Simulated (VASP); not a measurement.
# TiPt₃: convergence, density of states

TiPt₃, Pm-3m (no. 221), 4 atoms in the cell. PBE; PAW potentials Pt, Ti_sv (PBE set). VASP 6.6.1.

Wanted: density of states by 0.5 eV bins within 8 %; centre of the states within 12 eV below the valence top within 0.03 eV; states at the Fermi level within 8 %.

What the run is for: density of states; Accuracy asked: standard; k mesh of the density: 8 × 8 × 8.

POSCAR:
```
TiPt3
1.0
    3.8970000000      0.0000000000      0.0000000000
    0.0000000000      3.8970000000      0.0000000000
    0.0000000000      0.0000000000      3.8970000000
Pt Ti
3 1
Direct
    0.5000000000      0.5000000000      0.0000000000
    0.5000000000      0.0000000000      0.5000000000
    0.0000000000      0.5000000000      0.5000000000
    0.0000000000      0.0000000000      0.0000000000
```

The series start from Plane-wave cutoff (eV): 320; k-point mesh: 9 × 9 × 9; Energy points (NEDOS): 2001; Occupations for the DOS: ISMEAR=-5; Electronic threshold (eV): 1e-6; Precision mode (PREC): Accurate. Each series keeps the choices made before it, and each single choice may use up half of a tolerance. Times cover all steps of a run.

## Plane-wave cutoff (eV)

| Plane-wave cutoff (eV) | Density of states by 0.5 eV bins, largest deviation against the largest value | Centre of the states within 12 eV below the valence top (eV) | States at the Fermi level (states/eV/atom) | Time (s) |
|---|---|---|---|---|
| 220 | 1.9 % | -4.234 | 0.2472 | 28 |
| 280 | 0.79 % | -4.235 | 0.2495 | 33 |
| 320 | 0.58 % | -4.237 | 0.2496 | 35 |
| 360 | 0.34 % | -4.237 | 0.2498 | 38 |
| 440 | 0.12 % | -4.238 | 0.2495 | 80 |
| 550 (reference) | 0 % | -4.238 | 0.2494 | 116 |

Chosen: 220, the loosest value from which every tighter one stays within half of the tolerance.

## k-point mesh

| k-point mesh | Density of states by 0.5 eV bins, largest deviation against the largest value | Centre of the states within 12 eV below the valence top (eV) | States at the Fermi level (states/eV/atom) | Time (s) |
|---|---|---|---|---|
| 4 × 4 × 4 | 36 % | -4.245 | 0.1964 | 26 |
| 5 × 5 × 5 | 27 % | -4.284 | 0.2046 | 24 |
| 6 × 6 × 6 | 15 % | -4.234 | 0.1003 | 25 |
| 8 × 8 × 8 | 15 % | -4.248 | 0.2635 | 28 |
| 9 × 9 × 9 | 10 % | -4.234 | 0.2472 | 28 |
| 11 × 11 × 11 | 5.8 % | -4.215 | 0.2115 | 33 |
| 14 × 14 × 14 | 2.8 % | -4.205 | 0.2265 | 47 |
| 17 × 17 × 17 (reference) | 0 % | -4.196 | 0.2379 | 63 |

Chosen: 17 × 17 × 17; the next looser run is off by more than half of the tolerance, so convergence isn't shown beyond this value.

## Energy points (NEDOS)

| Energy points (NEDOS) | Density of states by 0.5 eV bins, largest deviation against the largest value | Centre of the states within 12 eV below the valence top (eV) | States at the Fermi level (states/eV/atom) | Time (s) |
|---|---|---|---|---|
| 301 | 6.6 % | -4.198 | 0.2314 | 61 |
| 501 | 3.9 % | -4.192 | 0.232 | 63 |
| 1001 | 0.99 % | -4.196 | 0.2349 | 67 |
| 2001 | 0.26 % | -4.196 | 0.2379 | 63 |
| 4001 (reference) | 0 % | -4.196 | 0.2379 | 66 |

Chosen: 501.

## Occupations for the DOS

| Occupations for the DOS | Density of states by 0.5 eV bins, largest deviation against the largest value | Centre of the states within 12 eV below the valence top (eV) | States at the Fermi level (states/eV/atom) | Time (s) |
|---|---|---|---|---|
| ISMEAR=-5 | 0 % | -4.192 | 0.232 | 63 |
| ISMEAR=-4 | 0 % | -4.192 | 0.232 | 69 |
| ISMEAR=0 SIGMA=0.05 | 12 % | -4.166 | 0.2402 | 64 |
| ISMEAR=0 SIGMA=0.1 | 12 % | -4.167 | 0.2625 | 65 |
| ISMEAR=-15 SIGMA=0.025 | 0.13 % | -4.193 | 0.232 | 68 |
| ISMEAR=1 SIGMA=0.1 | 11 % | -4.171 | 0.2259 | 63 |

Chosen: ISMEAR=-5; no other choice that stays within half of the tolerance saves 30 % of the time.

## Electronic threshold (eV)

| Electronic threshold (eV) | Density of states by 0.5 eV bins, largest deviation against the largest value | Centre of the states within 12 eV below the valence top (eV) | States at the Fermi level (states/eV/atom) | Time (s) |
|---|---|---|---|---|
| 0.001 | 0.42 % | -4.192 | 0.2283 | 51 |
| 0.0001 | 0.47 % | -4.192 | 0.2281 | 52 |
| 1e-5 | 0.74 % | -4.192 | 0.2318 | 59 |
| 1e-6 (reference) | 0 % | -4.192 | 0.232 | 63 |

Chosen: 0.001.

## Precision mode (PREC)

| Precision mode (PREC) | Density of states by 0.5 eV bins, largest deviation against the largest value | Centre of the states within 12 eV below the valence top (eV) | States at the Fermi level (states/eV/atom) | Time (s) |
|---|---|---|---|---|
| Normal | 0.51 % | -4.193 | 0.2303 | 31 |
| Accurate (reference) | 0 % | -4.192 | 0.2283 | 51 |

Chosen: Normal.

## All choices together

| Input | Density of states by 0.5 eV bins, largest deviation against the largest value | Centre of the states within 12 eV below the valence top (eV) | States at the Fermi level (states/eV/atom) | Time (s) |
|---|---|---|---|---|
| defaults for smearing, thresholds and mesh (naive) | 26 % | -4.177 | 0.423 | 26 |
| chosen settings | 4.6 % | -4.193 | 0.2303 | 31 |
| reference settings throughout | 0 % | -4.200 | 0.2414 | 244 |

The chosen settings stay within the tolerance of the reference run, but the reference itself isn't shown to be converged in: k-point mesh.

## The input

INCAR.step1:
```
SYSTEM = TiPt3
ALGO     = Normal         ! electronic algorithm
EDIFF    = 0.001          ! SCF threshold, eV
ENCUT    = 220            ! plane-wave cutoff, eV
GGA      = PE             ! functional
GGA_COMPAT= .False.      
ISMEAR   = 1              ! smearing method
LASPH    = .True.         ! aspherical terms in the spheres
LCHARG   = .True.         ! write CHGCAR
LMAXMIX  = 4              ! l up to which the mixer works
LREAL    = .False.        ! projectors in reciprocal space
LWAVE    = .False.        ! write WAVECAR
NBANDS   = 41             ! bands
NELM     = 120            ! most SCF steps
PREC     = Normal         ! precision mode
SIGMA    = 0.1            ! smearing width, eV
```

INCAR.step2, as INCAR.step1 but for:
```
- ISMEAR = 1
- LCHARG = .True.
- SIGMA = 0.1
+ EMAX = 19.9152
+ EMIN = -5.0848
+ ICHARG = 11
+ ISMEAR = -5
+ LCHARG = .False.
+ LORBIT = 11
+ NEDOS = 501
```

KPOINTS.step1:
```
k-points
0
Gamma
  8 8 8
```

KPOINTS.step2:
```
Automatic mesh
0
Gamma
  17 17 17
  0 0 0
```

Commands (each step's output is kept before the next begins):
```
cat potpaw_PBE.64/Pt/POTCAR potpaw_PBE.64/Ti_sv/POTCAR > POTCAR
cp INCAR.step1 INCAR
cp KPOINTS.step1 KPOINTS
mpirun -np 1 vasp_std > vasp.out
cp INCAR.step2 INCAR
cp KPOINTS.step2 KPOINTS
mpirun -np 1 vasp_std > vasp.out
```

The chosen input took VASP 6.6.1 31 s on 1 core (Intel Xeon Platinum 8375C @ 2.90GHz (Ice Lake)), a shared host.

## An input that fails: broad smearing on a coarse energy grid

It runs to its end, but against the unchanged starting input it is off by 40 % in the density of states by 0.5 eV bins, 0.196 eV in the centre of the states within 12 eV below the valence top, 143 % in the states at the Fermi level.

Changes against the starting input:
```
(step 2)
- ISMEAR = -5
- NELM = 120
- NEDOS = 2001
+ ISMEAR = 0
+ NELM = 95
+ NEDOS = 301
+ SIGMA = 0.5
```
